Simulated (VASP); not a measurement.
# Zr: intraband terms of a metal's spectrum

Zr, P6_3/mmc (no. 194), 2 atoms in the cell. PBE, independent-particle dielectric function; PAW potentials Zr_sv (PBE set).

## Input

INCAR.step1:
```
PREC = Accurate
ENCUT = 270
ISMEAR = 1
SIGMA = 0.1
EDIFF = 1E-7
LASPH = T
KPAR = 4
LWAVE = F
LCHARG = T
LMAXMIX = 4
```

INCAR.step2:
```
PREC = Accurate
ENCUT = 270
ISMEAR = 0
SIGMA = 0.3
EDIFF = 1E-6
LASPH = T
KPAR = 4
LWAVE = T
LCHARG = F
LMAXMIX = 4
ICHARG = 11
NBANDS = 30
NEDOS = 3000
OMEGAMAX = 30
CSHIFT = 0.1
```

INCAR.step3, as INCAR.step2 but for:
```
- LWAVE = T
+ LWAVE = F
+ LOPTICS = T
+ ALGO = None
+ NELM = 1
+ ISTART = 1
```

INCAR.step4, as INCAR.step3 but for:
```
+ WPLASMAI = 0.03
```

INCAR.step5 to INCAR.step6 change the same tag again: WPLASMAI = 0.1, 0.3.

INCAR.step7, as INCAR.step6 but for:
```
- WPLASMAI = 0.3
+ RTIME = 40
```

INCAR.step8, as INCAR.step7 but for:
```
- RTIME = 40
+ RTIME = 20
```

INCAR.step9, as INCAR.step8 but for:
```
- RTIME = 20
+ LNABLA = T
```

INCAR.step10, as INCAR.step9 but for:
```
- ISMEAR = 0
- LNABLA = T
+ ISMEAR = -5
```

KPOINTS.step1:
```
k-points
0
Gamma
  9 9 5
```

KPOINTS.step2:
```
k-points
0
Gamma
  19 19 11
```

POSCAR:
```
Zr
1.0
    3.2320000000      0.0000000000      0.0000000000
   -1.6160000000      2.7989941050      0.0000000000
    0.0000000000      0.0000000000      5.1470000000
Zr
2
Direct
    0.6666666667      0.3333333333      0.7500000000
    0.3333333333      0.6666666667      0.2500000000
```

Commands (each step's output is kept before the next begins):
```
cat potpaw_PBE.64/Zr_sv/POTCAR > POTCAR
cp INCAR.step1 INCAR
cp KPOINTS.step1 KPOINTS
mpirun -np 4 vasp_std > vasp.out
cp INCAR.step2 INCAR
cp KPOINTS.step2 KPOINTS
mpirun -np 4 vasp_std > vasp.out
cp INCAR.step3 INCAR
mpirun -np 4 vasp_std > vasp.out
cp INCAR.step4 INCAR
mpirun -np 4 vasp_std > vasp.out
cp INCAR.step5 INCAR
mpirun -np 4 vasp_std > vasp.out
cp INCAR.step6 INCAR
mpirun -np 4 vasp_std > vasp.out
cp INCAR.step7 INCAR
mpirun -np 4 vasp_std > vasp.out
cp INCAR.step8 INCAR
mpirun -np 4 vasp_std > vasp.out
cp INCAR.step9 INCAR
mpirun -np 4 vasp_std > vasp.out
cp INCAR.step10 INCAR
mpirun -np 4 vasp_std > vasp.out
```

## Result

- Bands: 30

One ground state, settings moved in the last step alone:

| Settings | Plasma frequency (eV) | Im ε at 0.5 eV | Im ε at 1 eV | Im ε at 2 eV | Im ε at 4 eV | Time (s) |
|---|---|---|---|---|---|---|
| interband part alone | 4.13 | 47.7 | 49.5 | 28.8 | 10.2 | 30 |
| Drude term, WPLASMAI 0.03 | 4.13 | 51.8 | 50.0 | 28.8 | 10.3 | 27 |
| Drude term, WPLASMAI 0.1 | 4.13 | 60.8 | 51.2 | 29.0 | 10.3 | 27 |
| Drude term, WPLASMAI 0.3 | 4.13 | 77.8 | 54.2 | 29.4 | 10.3 | 23 |
| relaxation time RTIME 40 fs | 4.13 | 50.0 | 49.8 | 28.8 | 10.2 | 22 |
| relaxation time RTIME 20 fs | 4.13 | 52.2 | 50.1 | 28.8 | 10.3 | 13 |
| transversal form (LNABLA) | 4.04 | 46.1 | 47.9 | 27.7 | 9.9 | 16 |
| tetrahedron method | – | – | – | – | – | no result |

VASP 6.6.1 took 209 s on 4 cores (Intel Xeon Platinum 8259CL @ 2.50GHz (Skylake/Cascade Lake)), a shared host.
